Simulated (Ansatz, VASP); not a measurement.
## TaN in VASP and in Ansatz

```
CELL_PARAMETERS angstrom
3.06819 0.00000 0.00000
-1.53409 2.65713 0.00000
0.00000 0.00000 4.95057
ATOMIC_POSITIONS crystal
Ta 0.00000 0.00000 0.00000
Ta 0.00000 0.00000 0.50000
N 0.33333 0.66667 0.25000
N 0.66667 0.33333 0.75000
```

Change from the starting cell: volume scaled by 1.02, crystal datasets.

Alike in both runs: task electric field gradients; functional PBEsol; k mesh 11 × 11 × 6; occupations fermi-dirac, width 0.01 eV; no spin polarisation.

|  | VASP | Ansatz |
| --- | --- | --- |
| version | VASP 6.6.1 | Ansatz 0.2.0 |
| potentials or method | VASP PAW PBE potentials, release 64 (Ta_pv, N), cutoff 520 eV | all-electron PAW with datasets made for the crystal, scalar-relativistic |

|  | VASP | Ansatz | Ansatz less VASP |
| --- | --- | --- | --- |
| pressure (GPa) | 39.9 | 38.0 | -1.90 |
| largest component of the traceless stress (GPa) | 51.21 | 50.50 | -0.708 |
| Vzz of the field gradient on the site that differs most (V/Å²) | -171.6 | -191.9 | -20.40 |

Ansatz ran all-electron here, so the differences hold the error of VASP's frozen core and of both bases. Ansatz warned: «gradients_without_spin_orbit».

Caveats: so large a pressure means that the cell lies far from this level's equilibrium, or that cutoff or potentials fall short (VASP); the potentials were made for another functional, which shifts forces and pressure (VASP). Spin-orbit coupling is left out, which matters for the levels of Ta.
